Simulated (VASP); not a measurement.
Calculation: LDA (Ceperley-Alder, Perdew-Zunger), VASP's LDA PAW potentials (set 64) (plane waves; VASP 6.6.1).

The input files of a VASP run:

**INCAR**
```
SYSTEM = CaF2
PREC = Accurate
ENCUT = 620
EDIFF = 1E-6
NELM = 100
ALGO = Normal
LREAL = .FALSE.
LASPH = .TRUE.
ISMEAR = 0
SIGMA = 0.05
LWAVE = .FALSE.
LCHARG = .FALSE.
IBRION = 2
ISIF = 3
NSW = 40
EDIFFG = -0.02
PSTRESS = 100
```

POSCAR:
```
CaF2
1.0
  0.0000000000   2.5954930726   2.5954930726
  2.5954930726   0.0000000000   2.5954930726
  2.5954930726   2.5954930726   0.0000000000
Ca F
1 2
Cartesian
  0.0000000000   0.0000000000   0.0000000000
  1.2977465363   1.2977465363   1.2977465363
  3.8932396089   3.8932396089   3.8932396089
```

**KPOINTS**
```
Regular mesh
0
Gamma
7 7 7
0 0 0
```

POTCAR, in this order: Ca_sv F (LDA.64 set). Program: vasp_std.

Output of the run:

**OUTCAR**
```
 ion  position               nearest neighbor table
   1  0.000  0.000  0.000-   3 2.25   3 2.25   3 2.25   2 2.25   3 2.25   2 2.25   2 2.25   2 2.25
  LATTYP: Found a face centered cubic cell.
 ALAT       =     5.1909861452
 Subroutine PRICEL returns:
 Original cell was already a primitive cell.
 Subroutine GETGRP returns: Found 48 space group operations
The static configuration has the point symmetry O_h .
The dynamic configuration has the point symmetry O_h .
 Subroutine INISYM returns: Found 48 space group operations
 Subroutine IBZKPT returns following result:
 Found     20 irreducible k-points:

 Following reciprocal coordinates:
            Coordinates               Weight
  0.000000  0.000000  0.000000      1.000000
  0.142857  0.000000  0.000000      8.000000
  0.285714  0.000000  0.000000      8.000000
  0.428571  0.000000  0.000000      8.000000
  0.142857  0.142857  0.000000      6.000000
  0.285714  0.142857  0.000000     24.000000
  0.428571  0.142857  0.000000     24.000000
 -0.428571  0.142857  0.000000     24.000000
 -0.285714  0.142857  0.000000     24.000000
 -0.142857  0.142857  0.000000     12.000000
  0.285714  0.285714  0.000000      6.000000
  0.428571  0.285714  0.000000     24.000000
 -0.428571  0.285714  0.000000     24.000000
 -0.285714  0.285714  0.000000     12.000000
  0.428571  0.428571  0.000000      6.000000
 -0.428571  0.428571  0.000000     12.000000
  0.428571  0.285714  0.142857     24.000000
 -0.428571  0.285714  0.142857     48.000000
 -0.428571  0.428571  0.142857     24.000000
 -0.285714  0.428571  0.142857     24.000000
   k-points           NKPTS =     20   k-points in BZ     NKDIM =     20   number of bands    NBANDS=     16
   number of dos      NEDOS =    301   number of ions     NIONS =      3
   total plane-waves  NPLWV =  27000
   dimension x,y,z NGX =    30 NGY =   30 NGZ =   30
   dimension x,y,z NGXF=    60 NGYF=   60 NGZF=   60
...
```

OSZICAR:
```
       N       E                     dE             d eps       ncg     rms          rms(c)
DAV:   1     0.245484186509E+03    0.24548E+03   -0.15694E+04   640   0.178E+03
DAV:   2    -0.102501892489E+02   -0.25573E+03   -0.25187E+03   800   0.430E+02
DAV:   3    -0.198780373488E+02   -0.96278E+01   -0.96196E+01   752   0.953E+01
DAV:   4    -0.202132116274E+02   -0.33517E+00   -0.33511E+00  1064   0.129E+01
DAV:   5    -0.202152185117E+02   -0.20069E-02   -0.20069E-02   752   0.102E+00    0.771E+00
DAV:   6    -0.189826255293E+02    0.12326E+01   -0.61829E+00   648   0.189E+01    0.300E+00
DAV:   7    -0.189378212024E+02    0.44804E-01   -0.17940E-01   792   0.409E+00    0.160E+00
DAV:   8    -0.189163855403E+02    0.21436E-01   -0.29231E-02   872   0.217E+00    0.181E-01
DAV:   9    -0.189166546255E+02   -0.26909E-03   -0.43786E-03   904   0.583E-01    0.109E-01
DAV:  10    -0.189167857443E+02   -0.13112E-03   -0.31814E-04   888   0.169E-01    0.384E-02
DAV:  11    -0.189167799676E+02    0.57767E-05   -0.66717E-05   744   0.923E-02    0.998E-03
DAV:  12    -0.189167796491E+02    0.31855E-06   -0.97334E-06  1008   0.309E-02
   1 F= -.16734155E+02 E0= -.16734155E+02  d E =-.167342E+02
```

**OUTCAR**
```
------------------------ aborting loop because EDIFF is reached ----------------------------------------
  FORCE on cell =-STRESS in cart. coord.  units (eV):
  Direction    XX          YY          ZZ          XY          YZ          ZX
  --------------------------------------------------------------------------------------
  Total        2.1854332      2.1854332      2.1854332     -0.0000000     -0.0000000      0.0000000
  in kB      100.1286838    100.1286838    100.1286838     -0.0000000     -0.0000000      0.0000000
  external PRESSURE =       0.1286838 kB  Pullay stress =     100.0000000 kB
  volume of cell :       34.97
      direct lattice vectors                 reciprocal lattice vectors
     0.000000000  2.595493073  2.595493073    -0.192641624  0.192641624  0.192641624
     2.595493073  0.000000000  2.595493073     0.192641624 -0.192641624  0.192641624
     2.595493073  2.595493073  0.000000000     0.192641624  0.192641624 -0.192641624
 POSITION                                       TOTAL-FORCE (eV/Angst)
 -----------------------------------------------------------------------------------
      0.00000      0.00000      0.00000        -0.000000     -0.000000      0.000000
      1.29775      1.29775      1.29775         0.000000      0.000000      0.000000
      3.89324      3.89324      3.89324         0.000000     -0.000000     -0.000000
 -----------------------------------------------------------------------------------
    total drift:                                0.000000     -0.000000      0.000000
  FREE ENERGIE OF THE ION-ELECTRON SYSTEM (eV)
  ---------------------------------------------------
  free  energy   TOTEN  =       -18.9167796491 eV

  energy  without entropy=      -18.9167796491  energy(sigma->0) =      -18.91677965
  enthalpy is  TOTEN    =       -16.7341551006 eV   P V=        2.1826245485

 reached required accuracy - stopping structural energy minimisation
```
(Selected blocks of OUTCAR.)

The compound is CaF2 in the fluorite structure. It was relaxed first under an external pressure of 10 GPa.
